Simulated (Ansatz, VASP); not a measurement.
# One calculation of KF, two programs

```
K F
1.0
     0.00000    2.80717    2.53982
     2.80717    0.00000    2.53982
     2.80717    2.80717    0.00000
K F
1 1
Direct
  0.00000 0.00000 0.00000
  0.50000 0.50000 0.50000
```

Change from the starting cell: strain +0.050 along x and y, -0.050 along z, atoms carried along.

Alike in both runs: task single point; functional LDA; k mesh 8 × 8 × 8; occupations gaussian, width 0.05 eV; no spin polarisation.

|  | VASP | Ansatz |
| --- | --- | --- |
| version | VASP 6.6.1 | Ansatz 0.2.0 |
| potentials or method | VASP PAW LDA potentials, release 64 (K_sv, F) | scalar-relativistic, plane waves, PAW |
| plane-wave cutoff (eV) | 520 | 420 |
| valence electrons in the cell | 16 | 16 |

Ansatz gave:

* gap on the k mesh at the Fermi level (eV): 5.42
* least direct gap on the mesh (eV): 5.42
* pressure (GPa): -3.8
* largest component of the traceless stress (GPa): 2.66

Q: What did VASP give for the same quantities?

A: gap on the k mesh at the Fermi level (eV): 5.40; least direct gap on the mesh (eV): 5.40; pressure (GPa): -3.7; largest component of the traceless stress (GPa): 2.83.

A k mesh can miss the band edges.
